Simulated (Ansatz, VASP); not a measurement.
## SiC2 in VASP and in Ansatz

```
Si C
1.0
     4.62796    0.00000    0.00000
     0.00000    4.62796    0.00000
     0.00000    0.00000    2.98087
Si C
2 4
Cartesian
  0.0000 0.0000 0.0000
  2.3140 2.3140 1.4904
  1.4162 1.4162 0.0000
  0.8978 3.7301 1.4904
  3.2118 3.2118 0.0000
  3.7301 0.8978 1.4904
```

Alike in both runs: task single point; functional PBE; k mesh 4 × 4 × 6; occupations gaussian, width 0.1 eV; collinear spin.

```csv
,VASP,Ansatz
version,VASP 6.6.1,Ansatz 0.2.0
potentials or method,"VASP PAW PBE potentials, release 64 (Si, C)","scalar-relativistic, plane waves, PAW"
plane-wave cutoff (eV),520,420
valence electrons in the cell,24,24
```

|  | VASP | Ansatz | Ansatz less VASP |
| --- | --- | --- | --- |
| gap on the k mesh at the Fermi level (eV) | none | none | - |
| pressure (GPa) | -5.1 | -5.0 | +0.03 |
| largest component of the traceless stress (GPa) | 7.40 | 7.38 | -0.016 |
| rms of the force components (eV/Å) | 0.395 | 0.396 | +0.0003 |
| net moment per atom (μB) | 0.00 | 0.00 | 0.000 |

Atom by atom the forces differ by 0.000 eV/Å (rms over components). A gap of «none» marks a metal or a gap that the smearing closes. The functional is the same, so the differences come from potentials, cutoffs and numerics. Ansatz warned: «seeded_moment_not_kept».
